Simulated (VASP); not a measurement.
System: Ho (parent space group No. 194, strained and rattled), 4 atoms in the cell.

The calculation used PBE, plane waves, standard recommended PAW potentials, 4f in the valence (VASP 6.6.1).

Cutoff 1000 eV; orbitals from an earlier step on the same cell; potentials Ho; PREC = Normal; k-mesh 2×4×2 Γ-centred; Fermi–Dirac smearing of 0.15 eV; no spin polarisation; no spin–orbit coupling.

```yaml
crystal:
  lattice:
    - [7.18497, -0.03177, 0.00415]
    - [-1.81000, 3.11273, -0.03700]
    - [0.00325, -0.06520, 5.68785]
  atoms:
    - { symbol: Ho, position: [0.90244, 0.13155, 0.63705] }
    - { symbol: Ho, position: [0.08250, 0.83147, 0.11643] }
    - { symbol: Ho, position: [0.39346, 0.11754, 0.63638] }
    - { symbol: Ho, position: [0.58524, 0.82832, 0.13223] }
```
Lattice in Å, positions in fractions of it.

(1) What pressure does the calculation give?

(2) Which atom feels the largest force? Give all forces.

## Answers

(1) The pressure is 1.86 GPa, so at these settings the cell is compressed and would expand.

(2) Ho2, 0.386 eV/Å.

| atom | Fx (eV/Å) | Fy (eV/Å) | Fz (eV/Å) |
| --- | --- | --- | --- |
| Ho1 | -0.057 | -0.005 | -0.278 |
| Ho2 | -0.026 | -0.071 | 0.379 |
| Ho3 | 0.213 | 0.177 | -0.181 |
| Ho4 | -0.129 | -0.101 | 0.081 |

VASP prints the stress at a fixed plane-wave basis, so it holds the Pulay stress of this cutoff.

The k-mesh is coarse, so these values belong to this mesh and can lie far from the converged ones. The open f shell is treated without spin here, so this is a model state and not the ground state.
